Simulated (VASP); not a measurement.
Set up this calculation in VASP 6.6.1, as the native input.

| Quantity | Value |
| --- | --- |
| Task | relaxation of cell and atoms |
| Functional | AM05 |
| Potentials or basis | VASP PAW PBE potentials, release 64 (Ga_d, N) |
| Cutoff | 600 eV |
| k mesh | 10 × 10 × 5 |
| Occupations | fermi-dirac, width 0.05 eV |
| Spin | no spin polarisation |
| Further INCAR settings | ALGO = Normal; EDIFF = 1e-06; IBRION = 2; EDIFFG = -0.01; NSW = 60; ISIF = 3 |

The structure of GaN lies in POSCAR:

```
GaN
1.0
    3.1800000000      0.0000000000      0.0000000000
   -1.5900000000      2.7539607840      0.0000000000
    0.0000000000      0.0000000000      5.1660000000
Ga N
2 2
Direct
    0.6666666667      0.3333333333      0.5000000000
    0.3333333333      0.6666666667      0.0000000000
    0.6666666667      0.3333333333      0.8750000000
    0.3333333333      0.6666666667      0.3750000000
```

One way to write it, as run:

INCAR

```
SYSTEM = GaN
  ALGO = Normal
  EDIFF = 1E-6
  EDIFFG = -0.01
  ENCUT = 600
  GGA = AM
  IBRION = 2
  ISIF = 3
  ISMEAR = -1
  LASPH = .TRUE.
  LCHARG = .FALSE.
  LREAL = .FALSE.
  LWAVE = .FALSE.
  NELM = 100
  NSW = 60
  PREC = Accurate
  SIGMA = 0.05
```

KPOINTS

```
k-points
0
G
  10 10 5
  0 0 0
```

Potentials or basis: VASP PAW PBE potentials, release 64 (Ga_d, N).

Command:

```bash
$ cat potpaw_PBE.64/Ga_d/POTCAR potpaw_PBE.64/N/POTCAR > POTCAR
$ mpirun -np 1 vasp_std > vasp.out
```

It gave:

* Relaxed volume: 11.33 Å³/atom
* Relaxed cell: a = 3.178 Å, b = 3.178 Å, c = 5.183 Å, α = 90.00°, β = 90.00°, γ = 120.00°
* Space group after relaxing (to 0.05 Å): P6_3mc (No. 186)
* Energy gained by relaxing: 0.4 meV/atom
* Ionic steps: 4
* Pressure after relaxing: 0.0 GPa
* Largest force after relaxing: 0.007 eV/Å
* Band gap on the k mesh: 2.01 eV, direct

Caveat: the PAW data sets were made with another functional, which shifts forces and pressure a little.

It took 96 s on 1 thread of AMD EPYC 9R45 (Zen 5), on a shared host, peak memory 0.18 GiB.
